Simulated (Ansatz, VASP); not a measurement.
ZnS: VASP beside Ansatz

```xyz
2
Lattice="2.8658 0.0000 0.0000 0.0000 2.8658 0.0000 0.0000 0.0000 2.8658" Properties=species:S:1:pos:R:3 pbc="T T T"
Zn    0.0000    0.0000    0.0000
S     1.4329    1.4329    1.4329
```

Change from the starting cell: volume scaled by 0.72, PAW files.

Alike in both runs: task single point; functional PBE; k mesh 15 × 15 × 15; occupations fermi-dirac, width 0.1 eV; no spin polarisation.

```csv
,VASP,Ansatz
version,VASP 6.6.1,Ansatz 0.2.0
potentials or method,"VASP PAW PBE potentials, release 64 (Zn, S)","PAW with Ansatz's default frozen-core files, scalar-relativistic"
plane-wave cutoff (eV),520,420
valence electrons in the cell,18,18
```

Ansatz gave:

```
pressure (GPa) : 51.0
```

Q: What did VASP give for the same quantities?

A: Pressure (GPa): 51.6.

Caveats: so large a pressure means that the cell lies far from this level's equilibrium, or that cutoff or potentials fall short (VASP).
